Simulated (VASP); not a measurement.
# H (I4/mmm) in VASP: further runs

One crystal, H, is run at these levels: PBE; tasks: single point.

Program: VASP 6.6.1. These are calculated values, not measurements. Logs are shortened: lines on timing, memory, paths and dates and some standing lists are left out, and cuts for length are marked.

## (1) Starting point

Symmetry: I4/mmm, No. 139, tetragonal system. The conventional cell has a = 3.383 Å, b = 3.383 Å, c = 4.117 Å, α = 90.00°, β = 90.00°, γ = 90.00°. H (site symmetry 4mm) has 1 H at 0.74 Å as nearest neighbours.

## (2) Single point, PBE

Contents of INCAR:

```
SYSTEM = H
  PREC = Accurate
  ENCUT = 400
  EDIFF = 1E-6
  ISMEAR = 0
  SIGMA = 0.05
  LREAL = .FALSE.
  LASPH = .TRUE.
  NELM = 100
  ALGO = Normal
  ISIF = 2
  LWAVE = .FALSE.
  LCHARG = .FALSE.
  GGA = PE
  ADDGRID = .FALSE.
```

Contents of KPOINTS:

```
Automatic mesh
0
G
  4 4 4
  0 0 0
```

Contents of POSCAR:

```
H
1.0
   -1.6915344700      1.6915344700      2.0584739900
    1.6915344700     -1.6915344700      2.0584739900
    1.6915344700      1.6915344700     -2.0584739900
H
2
Direct
    0.0901377100      0.0901377100      0.0000000000
    0.9098622900      0.9098622900      0.0000000000
```

Potentials or basis: VASP PAW PBE potentials, release 64 (H).

Started as:

```sh
cat potpaw_PBE.64/H/POTCAR > POTCAR
mpirun -np 1 vasp_std > vasp.out
```

OUTCAR:

```text
SYSTEM = H
   PREC = Accurate
   ENCUT = 400
   EDIFF = 1E-6
   ISMEAR = 0
   LREAL = .FALSE.
   LASPH = .TRUE.
   NELM = 100
   ISIF = 2
   GGA = PE

 Found     13 irreducible k-points:

 Following reciprocal coordinates:
            Coordinates               Weight
  0.000000  0.000000  0.000000      1.000000
  0.250000  0.000000  0.000000      8.000000
  0.500000  0.000000  0.000000      4.000000
  0.250000  0.250000  0.000000      8.000000
  0.500000  0.250000  0.000000     16.000000
 -0.250000  0.250000  0.000000      4.000000
   k-points           NKPTS =     13   k-points in BZ     NKDIM =     13   number of bands    NBANDS=      5
   number of dos      NEDOS =    301   number of ions     NIONS =      2
   total plane-waves  NPLWV =  13824
   dimension x,y,z NGX =    24 NGY =   24 NGZ =   24
   dimension x,y,z NGXF=    48 NGYF=   48 NGZF=   48
   ions per type =               2
   NGX,Y,Z   is equivalent  to a cutoff of  12.64, 12.64, 12.64 a.u.
   NGXF,Y,Z  is equivalent  to a cutoff of  25.29, 25.29, 25.29 a.u.
 SYSTEM =  H
   PREC   = accura    normal or accurate (medium, high low for compatibility)
   ISTART =      0    job   : 0-new  1-cont  2-samecut
   ICHARG =      2    charge: 1-file 2-atom 10-const
   ISPIN  =      1    spin polarized calculation?
   LNONCOLLINEAR =      F non collinear calculations
   LSORBIT =      F    spin-orbit coupling
   LASPH  =      T    aspherical Exc in radial PAW
   ENCUT  =  400.0 eV  29.40 Ry    5.42 a.u.   5.15  5.15  5.15*2*pi/ulx,y,z
   NELM   =    100;   NELMIN=  2; NELMDL= -5     # of ELM steps
   EDIFF  = 0.1E-05   stopping-criterion for ELM
   LREAL  =      F    real-space projection
   EDIFFG = 0.1E-04   stopping-criterion for IOM
   NSW    =      0    number of steps for IOM
   IBRION =     -1    ionic relax: 0-MD 1-quasi-New 2-CG
   NFREE  =      0    steps in history (QN), initial steepest desc. (CG)
   ISIF   =      2    stress and relaxation
   ISYM   =      2    0-nonsym 1-usesym 2-fastsym
   POTIM  = 0.5000    time-step for ionic-motion
   TEBEG  =    0.0;   TEEND  =   0.0 temperature during run
   PSTRESS=    0.0 pullay stress
   NELECT =       2.0000    total number of electrons
   NUPDOWN=      -1.0000    fix difference up-down
   EMIN   =  10.00;   EMAX   =-10.00  energy-range for DOS
   EFERMI =   0.00;   METHOD = LEGACY
   ISMEAR =     0;   SIGMA  =   0.05  broadening in eV -4-tet -1-fermi 0-gaus
   EFERMI_NEDOS =   21; number of points for ismear=-14 and -15
   IALGO  =     38    algorithm
   IMIX   =      4    mixing-type and parameters
     AMIX     =   0.40;   BMIX     =  1.00
     AMIX_MAG =   1.60;   BMIX_MAG =  1.00
  volume/ion in A,a.u.               =      11.78        79.49
  Fermi-wavevector in a.u.,A,eV,Ry     =   0.719497  1.359653  7.043413  0.517676
  Thomas-Fermi vector in A             =   1.808708
   LORBIT       =      0    0 simple, 1 ext, 2 COOP (PROOUT), +10 PAW based schemes
   GGA     = PE    functional components
   LHFCALC =     F    Hartree Fock is set to
   AEXX    =    0.0000 exact exchange contribution
   IVDW    =     0    specifies the selected vdW correction
   LEPSILON=     F    determine dielectric tensor
   LRPA    =     F    only Hartree local field effects (RPA)
 non-spin polarized calculation
 Gauss-broadening in eV      SIGMA  =   0.05
  energy-cutoff  :      400.00
  volume of cell :       23.56
 maximum number of plane-waves:       440
 NGX is ok and might be reduce to    24
   NGX = 11   NGY = 11   NGZ = 11

 number of electron       2.0000000 magnetization

 Free energy of the ion-electron system (eV)
  ---------------------------------------------------
  ext. energy  EPLUGINS =         0.00000000
  ---------------------------------------------------
  free energy    TOTEN  =        -6.76860432 eV

  energy without entropy =       -6.76860432  energy(sigma->0) =       -6.76860432

 E-fermi :  -7.8682     XC(G=0):  -5.3450

 val. band max:       -8.1532103895   @ k =   0.5000   0.5000   0.5000
 cond. band min:       0.7825700501   @ k =   0.5000   0.0000   0.0000
 fundamental gap:      8.9357804396
 Fermi energy:        -7.8682391564

 k-point     1 :       0.0000    0.0000    0.0000
  band No.  band energies     occupation
      1     -10.5200      2.00000
      2       5.4525      0.00000
      3       8.9390      0.00000
      4      15.3771      0.00000
      5      15.3771      0.00000

 k-point     2 :       0.2500    0.0000    0.0000
  band No.  band energies     occupation
      1      -9.8323      2.00000
      2       2.9477      0.00000
      3       9.4922      0.00000
      4      11.5743      0.00000
      5      13.1170      0.00000

 k-point     3 :       0.5000    0.0000    0.0000
  band No.  band energies     occupation
      1      -8.9577      2.00000
      2       0.7826      0.00000
      3       8.8112      0.00000
      4      10.6366      0.00000
      5      12.1590      0.00000

 k-point     4 :       0.2500    0.2500    0.0000
  band No.  band energies     occupation
      1      -9.0040      2.00000
      2       1.6491      0.00000
      3       6.3432      0.00000
      4      10.1196      0.00000
      5      13.0509      0.00000

 k-point     5 :       0.5000    0.2500    0.0000
  band No.  band energies     occupation
      1      -8.8732      2.00000
      2       2.2472      0.00000
      3       5.3204      0.00000
      4       9.5173      0.00000
      5      11.0680      0.00000

 k-point     6 :      -0.2500    0.2500    0.0000
  band No.  band energies     occupation
      1      -9.7290      2.00000
      2       3.8814      0.00000
      3       7.1038      0.00000
      4      11.8448      0.00000
      5      12.3641      0.00000

 [... further k-points ...]

------------------------ aborting loop because EDIFF is reached ----------------------------------------

  FORCE on cell =-STRESS in cart. coord.  units (eV):
  Direction    XX          YY          ZZ          XY          YZ          ZX
  --------------------------------------------------------------------------------------
  -------------------------------------------------------------------------------------
  Total       -0.0663749     -0.0663749      0.1211414      0.0000000     -0.0000000      0.0000000
  in kB       -4.5138558     -4.5138558      8.2382725      0.0000000     -0.0000000      0.0000000
  external PRESSURE =      -0.2631464 kB  Pullay stress =       0.0000000 kB

 VOLUME and BASIS-vectors are now :
 -----------------------------------------------------------------------------
  energy-cutoff  :      400.00
  volume of cell :       23.56
      direct lattice vectors                 reciprocal lattice vectors
    -1.691534470  1.691534470  2.058473990     0.000000000  0.295589602  0.242898381
     1.691534470 -1.691534470  2.058473990     0.295589602  0.000000000  0.242898381
     1.691534470  1.691534470 -2.058473990     0.295589602  0.295589602  0.000000000

 POSITION                                       TOTAL-FORCE (eV/Angst)
 -----------------------------------------------------------------------------------
      0.00000      0.00000      0.37109         0.000000      0.000000      0.286036
      0.00000      0.00000      3.74586        -0.000000     -0.000000     -0.286036
 -----------------------------------------------------------------------------------
    total drift:                               -0.000000      0.000000      0.000000

  FREE ENERGIE OF THE ION-ELECTRON SYSTEM (eV)
  ---------------------------------------------------
  free  energy   TOTEN  =        -6.7686043192 eV

  energy  without entropy=       -6.7686043192  energy(sigma->0) =       -6.76860432
```

Run time: 1.7 s. Hardware: 1 thread of Intel Xeon Platinum 8488C (Sapphire Rapids), shared host; peak memory 0.12 GiB.

The run converged, but some of its settings lie outside the range that counts as converged, so its numbers aren't taken as properties of the crystal.

What came out:

```yaml
Free_energy: -6.7686 eV
Pressure: 0.0 GPa
Largest_force: 0.286 eV/Å
Band_gap_on_the_k_mesh: 8.94 eV, indirect (least direct gap 9.74 eV)
```

Caveat: the k mesh is coarse (spacing up to 0.66 Å⁻¹), so the values aren't converged.

## (3) Single point, PBE

INCAR is that of step 2.

KPOINTS is that of step 2.

Contents of POSCAR:

```
H
1.0
   -1.6915344700      1.6915344700      2.0584739900
    1.6915344700     -1.6915344700      2.0584739900
    1.6915344700      1.6915344700     -2.0584739900
H
2
Direct
    0.0961830000      0.0949540000      0.0224580000
    0.9170920000      0.8909110000      0.0100700000
```

Potentials or basis: VASP PAW PBE potentials, release 64 (H).

Started as:

```sh
cat potpaw_PBE.64/H/POTCAR > POTCAR
mpirun -np 1 vasp_std > vasp.out
```

OUTCAR:

```text
SYSTEM = H
   PREC = Accurate
   ENCUT = 400
   EDIFF = 1E-6
   ISMEAR = 0
   LREAL = .FALSE.
   LASPH = .TRUE.
   NELM = 100
   ISIF = 2
   GGA = PE

 Found     36 irreducible k-points:

 Following reciprocal coordinates:
            Coordinates               Weight
  0.000000  0.000000  0.000000      1.000000
  0.250000  0.000000  0.000000      2.000000
  0.000000  0.250000  0.000000      2.000000
  0.000000  0.250000 -0.250000      2.000000
  0.250000  0.000000 -0.250000      2.000000
  0.500000  0.000000  0.000000      1.000000
   k-points           NKPTS =     36   k-points in BZ     NKDIM =     36   number of bands    NBANDS=      5
   number of dos      NEDOS =    301   number of ions     NIONS =      2
   total plane-waves  NPLWV =  13824
   dimension x,y,z NGX =    24 NGY =   24 NGZ =   24
   dimension x,y,z NGXF=    48 NGYF=   48 NGZF=   48
   ions per type =               2
   NGX,Y,Z   is equivalent  to a cutoff of  12.64, 12.64, 12.64 a.u.
   NGXF,Y,Z  is equivalent  to a cutoff of  25.29, 25.29, 25.29 a.u.
 SYSTEM =  H
   PREC   = accura    normal or accurate (medium, high low for compatibility)
   ISTART =      0    job   : 0-new  1-cont  2-samecut
   ICHARG =      2    charge: 1-file 2-atom 10-const
   ISPIN  =      1    spin polarized calculation?
   LNONCOLLINEAR =      F non collinear calculations
[... 57 lines left out ...]
 cond. band min:       0.5152174723   @ k =   0.0000   0.5000   0.0000
 fundamental gap:      8.5009730628
 Fermi energy:        -7.7101777881

 k-point     1 :       0.0000    0.0000    0.0000
  band No.  band energies     occupation
      1     -10.4323      2.00000
      2       5.6005      0.00000
      3       8.6413      0.00000
      4      15.3779      0.00000
      5      15.3894      0.00000
[... 33 lines left out ...]
 k-point     6 :       0.5000    0.0000    0.0000
  band No.  band energies     occupation
      1      -8.8328      2.00000
      2       0.7523      0.00000
      3       8.8805      0.00000
      4      10.2999      0.00000
      5      12.1882      0.00000

 [... further k-points ...]

------------------------ aborting loop because EDIFF is reached ----------------------------------------

  FORCE on cell =-STRESS in cart. coord.  units (eV):
  Direction    XX          YY          ZZ          XY          YZ          ZX
  --------------------------------------------------------------------------------------
  -------------------------------------------------------------------------------------
  Total       -0.0646358     -0.0613361     -0.4714201      0.0007339      0.0123058     -0.0365761
  in kB       -4.3955818     -4.1711850    -32.0591225      0.0499109      0.8368628     -2.4873755
  external PRESSURE =     -13.5419631 kB  Pullay stress =       0.0000000 kB

 VOLUME and BASIS-vectors are now :
 -----------------------------------------------------------------------------
  energy-cutoff  :      400.00
  volume of cell :       23.56
      direct lattice vectors                 reciprocal lattice vectors
    -1.691534470  1.691534470  2.058473990     0.000000000  0.295589602  0.242898381
     1.691534470 -1.691534470  2.058473990     0.295589602  0.000000000  0.242898381
     1.691534470  1.691534470 -2.058473990     0.295589602  0.295589602  0.000000000

 POSITION                                       TOTAL-FORCE (eV/Angst)
 -----------------------------------------------------------------------------------
      0.03591      0.04007      0.34722        -0.045153      0.015212     -0.504167
     -0.02725      0.06132      3.70100         0.045153     -0.015212      0.504167
 -----------------------------------------------------------------------------------
    total drift:                                0.000001      0.000001      0.000002

  FREE ENERGIE OF THE ION-ELECTRON SYSTEM (eV)
  ---------------------------------------------------
  free  energy   TOTEN  =        -6.7656117824 eV

  energy  without entropy=       -6.7656117824  energy(sigma->0) =       -6.76561178
```

OSZICAR:

```text
N       E                     dE             d eps       ncg     rms          rms(c)
DAV:   1    -0.684701474510E+01   -0.68470E+01   -0.42809E+02   360   0.214E+02
DAV:   2    -0.728338929701E+01   -0.43637E+00   -0.43637E+00   485   0.167E+01
DAV:   3    -0.728463035588E+01   -0.12411E-02   -0.12411E-02   415   0.804E-01
DAV:   4    -0.728463300623E+01   -0.26503E-05   -0.26504E-05   410   0.385E-02
DAV:   5    -0.728463301212E+01   -0.58978E-08   -0.59070E-08   410   0.167E-03    0.425E+00
DAV:   6    -0.693055588268E+01    0.35408E+00   -0.18590E-01   370   0.203E+00    0.233E+00
DAV:   7    -0.676217537360E+01    0.16838E+00   -0.41318E-01   360   0.322E+00    0.264E-01
DAV:   8    -0.676644241769E+01   -0.42670E-02   -0.84132E-03   360   0.529E-01    0.163E-01
DAV:   9    -0.676560215223E+01    0.84027E-03   -0.19639E-03   360   0.240E-01    0.125E-02
DAV:  10    -0.676560782849E+01   -0.56763E-05   -0.32184E-05   375   0.453E-02    0.410E-03
DAV:  11    -0.676561170288E+01   -0.38744E-05   -0.39327E-06   380   0.162E-02    0.211E-03
DAV:  12    -0.676561178236E+01   -0.79474E-07   -0.83446E-08   220   0.223E-03
   1 F= -.67656118E+01 E0= -.67656118E+01  d E =-.282841E-16
```

It took 2.2 s on 1 thread of Intel Xeon Platinum 8488C (Sapphire Rapids), shared host; peak memory 0.12 GiB.

These settings aren't checked as converged: the numbers below hold their error.

Results:

```yaml
Free_energy: -6.7656 eV
Pressure: -1.4 GPa
Largest_force: 0.506 eV/Å
Band_gap_on_the_k_mesh: 8.50 eV, indirect (least direct gap 9.31 eV)
```

Caveat: the k mesh is coarse (spacing up to 0.66 Å⁻¹), so the values aren't converged.
